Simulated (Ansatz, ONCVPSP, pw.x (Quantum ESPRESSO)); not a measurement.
## pw.x on fcc Mo: one setting changed

Potential: optimised norm-conserving Vanderbilt (ONCV), ONCVPSP 4.0.1.1 (patched build), PBE; core [Ar] 3d10, reference 4s2 4p6 4d6; waves: 4s: rc 1.70 bohr, ncon 5, nbas 8, qcut 6.3 1/bohr, 2 projectors, debl 2.9 Ha; 4p: rc 1.90 bohr, ncon 4, nbas 9, qcut 5.9 1/bohr, 3 projectors, debl 3 Ha; 4d: rc 1.55 bohr, ncon 3, nbas 6, qcut 6.3 1/bohr, 2 projectors, debl 0.8 Ha; local part: polynomial inside 1.35 bohr (lpopt 5, dvloc0 2 Ha); core correction: Teter function, fcfact 2, rcfact 1.4.

The reference run (k-mesh 14³, cutoffs 120/480 Ry, Fermi–Dirac 0.01 Ry, mixing_beta 0.4, conv_thr 1e-9, no spin) gives -0.34 GPa at 16.027 Å³/atom, where all-electron LAPW gives 0.44 GPa. This run, with its own iteration cap, changes nspin = 2 with starting_magnetization to 0.2.

```
&control
  calculation='scf', prefix='x', pseudo_dir='./', outdir='./tmp', tstress=.true., disk_io='none'
/
&system
  ibrav=0, nat=1, ntyp=1, ecutwfc=120, ecutrho=480, nbnd=15,
  occupations='smearing', smearing='fd', degauss=0.01, nspin=2, starting_magnetization(1)=0.2
/
&electrons
  conv_thr=1e-09, mixing_beta=0.4, electron_maxstep=60
/
ATOMIC_SPECIES
Mo 1.0 Mo.UPF
CELL_PARAMETERS angstrom
  0.00000000 2.00112437 2.00112437
  2.00112437 0.00000000 2.00112437
  2.00112437 2.00112437 0.00000000
ATOMIC_POSITIONS crystal
Mo 0.0000 0.0000 0.0000
K_POINTS automatic
14 14 14 0 0 0
```

```bash
pw.x < Mo.scf.in > Mo.scf.out
```

Problem. How does the run end?

Solution. It converges in 10 iterations; the free energy moves by +0.0 meV/atom and the pressure by +0.02 GPa. The result is that of the reference run.

```
Message from routine setup:
     using ibrav=0 with symmetry is DISCOURAGED, use correct ibrav instead
     lattice parameter (alat)  =       5.3480  a.u.
     unit-cell volume          =     108.1556 (a.u.)^3
     number of electrons       =        14.00
     number of Kohn-Sham states=           15
     kinetic-energy cutoff     =     120.0000  Ry
     charge density cutoff     =     480.0000  Ry
     scf convergence threshold =      1.0E-09
     Exchange-correlation= PBE
     atomic species   magnetization
     number of k points=   104  Fermi-Dirac smearing, width (Ry)=  0.0100
     iteration #  1     ecut=   120.00 Ry     beta= 0.40
     total energy              =    -140.25958690 Ry
     estimated scf accuracy    <       0.23922692 Ry
     total magnetization       =     0.90 Bohr mag/cell
     absolute magnetization    =     0.90 Bohr mag/cell
     iteration #  2     ecut=   120.00 Ry     beta= 0.40
     total energy              =    -140.28816202 Ry
     estimated scf accuracy    <       0.04022488 Ry
     total magnetization       =     0.74 Bohr mag/cell
     absolute magnetization    =     0.74 Bohr mag/cell
     iteration #  3     ecut=   120.00 Ry     beta= 0.40
     total energy              =    -140.29958990 Ry
     estimated scf accuracy    <       0.00683735 Ry
     total magnetization       =     0.50 Bohr mag/cell
     absolute magnetization    =     0.50 Bohr mag/cell
     iteration #  4     ecut=   120.00 Ry     beta= 0.40
     total energy              =    -140.30400014 Ry
     estimated scf accuracy    <       0.00045963 Ry
     total magnetization       =     0.15 Bohr mag/cell
     absolute magnetization    =     0.15 Bohr mag/cell
     iteration #  5     ecut=   120.00 Ry     beta= 0.40
     total energy              =    -140.30424812 Ry
     estimated scf accuracy    <       0.00069747 Ry
     total magnetization       =     0.07 Bohr mag/cell
     absolute magnetization    =     0.07 Bohr mag/cell
     iteration #  6     ecut=   120.00 Ry     beta= 0.40
     total energy              =    -140.30444470 Ry
     estimated scf accuracy    <       0.00001047 Ry
     total magnetization       =     0.01 Bohr mag/cell
     absolute magnetization    =     0.01 Bohr mag/cell
     iteration #  7     ecut=   120.00 Ry     beta= 0.40
     total energy              =    -140.30444686 Ry
     estimated scf accuracy    <       0.00000381 Ry
     total magnetization       =     0.01 Bohr mag/cell
     absolute magnetization    =     0.01 Bohr mag/cell
     iteration #  8     ecut=   120.00 Ry     beta= 0.40
     total energy              =    -140.30445450 Ry
     estimated scf accuracy    <       0.00000021 Ry
     total magnetization       =    -0.00 Bohr mag/cell
     absolute magnetization    =     0.00 Bohr mag/cell
     iteration #  9     ecut=   120.00 Ry     beta= 0.40
     total energy              =    -140.30445454 Ry
     estimated scf accuracy    <          7.2E-09 Ry
     total magnetization       =    -0.00 Bohr mag/cell
     absolute magnetization    =     0.00 Bohr mag/cell
     iteration # 10     ecut=   120.00 Ry     beta= 0.40
     the Fermi energy is    20.2647 ev
!    total energy              =    -140.30445456 Ry
     estimated scf accuracy    <          8.3E-10 Ry
     smearing contrib. (-TS)   =      -0.00579516 Ry
     The total energy is F=E-TS. E is the sum of the following terms:
     one-electron contribution =     -20.39721356 Ry
     hartree contribution      =      18.72426970 Ry
     xc contribution           =     -19.80849108 Ry
     ewald contribution        =    -118.81722445 Ry
     total magnetization       =     0.00 Bohr mag/cell
     absolute magnetization    =     0.00 Bohr mag/cell
     convergence has been achieved in  10 iterations
          total   stress  (Ry/bohr**3)                   (kbar)     P=       -3.24
     Message from routine punch:
     Nothing written, as per user request (disk_io='none')
```

The run took about 3.5 min on one core of a shared host (Neoverse-N1, 64 threads, 124 GiB, load 60).
